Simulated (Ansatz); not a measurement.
# Be in Ansatz: the effect of functional

Crystal: Be.

```
CELL_PARAMETERS angstrom
-1.25312 1.25312 1.25312
1.25312 -1.25312 1.25312
1.25312 1.25312 -1.25312
ATOMIC_POSITIONS crystal
Be 0.00000 0.00000 0.00000
```

This isn't the form of Be at room conditions, which is hcp.

Alike in all runs:

| Item | Value |
| --- | --- |
| Program | Ansatz 0.2.0 |
| Task | band structure |
| Potentials or basis | Ansatz PAW |
| k mesh | 8 × 8 × 8 |
| Occupations | fermi-dirac, width 0.05 eV |
| Spin | no spin polarisation |

```csv
functional,cutoff,pressure (GPa)
LDA,420 eV (not typed: the program's choice for these potentials),-6.4
PBEsol,420 eV (not typed: the program's choice for these potentials),?
r2SCAN,500 eV (not typed: the program's choice for these potentials),-0.8
```

**Question.** What does the run with functional PBEsol give?

**Answer.** Pressure -1.9 GPa.

Caveats: all runs use coarse meshes; the PAW data sets come from PBE, with cores solved anew for the run's functional, which leaves a small shift of forces and pressure.
